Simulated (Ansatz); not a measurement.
Fields on a plane of LaAlO3 (cubic perovskite)

```
LaAlO3
1.0
    3.77165     0.00000     0.00000
    0.00000     3.77165     0.00000
    0.00000     0.00000     3.77165
La Al O
1 1 3
Direct
  0.50000   0.50000   0.50000
  0.00000   0.00000   0.00000
  0.00000   0.50000   0.00000
  0.50000   0.00000   0.00000
  0.00000   0.00000   0.50000
```

The slice is a {110} plane (indices of the conventional cell) through the point (0.000, 0.000, 0.500) (fractional), spanned by u = [100] and v = [011] in vectors of this cell: u (3.77 Å) and v (5.33 Å, at 90° to u). It covers one period; positions are fractions (u, v).

Atoms on it: O at (0.00, 0.50); O at (0.00, 0.00).

The numbers are results of PBEsol (plane waves to 420 eV, PAW, scalar-relativistic; Ansatz, a first-principles code), not measurements. k mesh 9×9×9. These are valence fields of a PAW run, semicore shells included where kept as valence: close to a nucleus they are smooth pseudo fields. LaAlO3 is run without spin polarisation. LaAlO3 was relaxed with its symmetry unable to fall. This is a high-temperature form of LaAlO3.

```
|36985210000000000125896|
|78864200000000000024688|
|66542100000000000012456|
|33321000000000000001233|
|11110000000000000000111|
|00000000000000000000000|
|00000000000000000000000|
|00000000000000000000000|
|00000000000000000000000|
|00000000000000000000000|
|11110000000000000000111|
|33321000000000000001233|
|66542100000000000012456|
|78864200000000000024688|
|36985210000000000125896|
|04995210000000000125994|
|36985210000000000125896|
|78864200000000000024688|
|66542100000000000012456|
|33321000000000000001233|
|11110000000000000000111|
|00000000000000000000000|
|00000000000000000000000|
|00000000000000000000000|
|00000000000000000000000|
|00000000000000000000000|
|11110000000000000000111|
|33321000000000000001233|
|66542100000000000012456|
|78864200000000000024688|
|36985210000000000125896|
|04995210000000000125994|
```
Scale: ten equal steps from 0.000 (start of '0') to 0.265 (end of '9'), in the order '0123456789'. Values: density of the highest valence band (whole band, smooth part) in e/Å³. The map has 23 points along u (one character each, u = 0 at the left) and 32 along v (v = 0 in the bottom row). 

```
|xxxxxxxxxx%%@@@@%%%%##****##%%%%@@@@%%xxxxxxxx|
|xxxxxxxxxx%%@@@@%%##********##%%@@@@%%xxxxxxxx|
|xxxxxxxx**%%@@%%##**++++++++**##%%@@%%**xxxxxx|
|xxxxxx**##%%%%##**++==----==++**##%%%%##**xxxx|
|******##%%%%##**++----::::----++**##%%%%##****|
|############**++==::........::==++**##########|
|##########**++==--..        ..--==++**########|
|##########**++==--..        ..--==++**########|
|##########**++==--..        ..--==++**########|
|############**++==::........::==++**##########|
|******##%%%%##**++----::::----++**##%%%%##****|
|xxxxxx**##%%%%##**++==----==++**##%%%%##**xxxx|
|xxxxxxxx**%%@@%%##**++++++++**##%%@@%%**xxxxxx|
|xxxxxxxxxx%%@@@@%%##********##%%@@@@%%xxxxxxxx|
|xxxxxxxxxx%%@@@@%%%%##****##%%%%@@@@%%xxxxxxxx|
|xxxxxxxxxx##%%@@%%%%########%%%%@@%%##xxxxxxxx|
|xxxxxxxxxx%%@@@@%%%%##****##%%%%@@@@%%xxxxxxxx|
|xxxxxxxxxx%%@@@@%%##********##%%@@@@%%xxxxxxxx|
|xxxxxxxx**%%@@%%##**++++++++**##%%@@%%**xxxxxx|
|xxxxxx**##%%%%##**++==----==++**##%%%%##**xxxx|
|******##%%%%##**++----::::----++**##%%%%##****|
|############**++==::........::==++**##########|
|##########**++==--..        ..--==++**########|
|##########**++==--..        ..--==++**########|
|##########**++==--..        ..--==++**########|
|############**++==::........::==++**##########|
|******##%%%%##**++----::::----++**##%%%%##****|
|xxxxxx**##%%%%##**++==----==++**##%%%%##**xxxx|
|xxxxxxxx**%%@@%%##**++++++++**##%%@@%%**xxxxxx|
|xxxxxxxxxx%%@@@@%%##********##%%@@@@%%xxxxxxxx|
|xxxxxxxxxx%%@@@@%%%%##****##%%%%@@@@%%xxxxxxxx|
|xxxxxxxxxx##%%@@%%%%########%%%%@@%%##xxxxxxxx|
```
Scale: ten equal steps from 3.31 (start of ' ') to 9.83 (end of '@'), in the order ' .:-=+*#%@'. Values: electrostatic potential energy of an electron, from the cell's mean, in eV. The map has 23 points along u (two characters each, u = 0 at the left) and 32 along v (v = 0 in the bottom row). Points within 0.8 Å of a nucleus are blanked (x), as the pseudised field means little there. The zero, the cell's mean, hangs on the PAW cores.
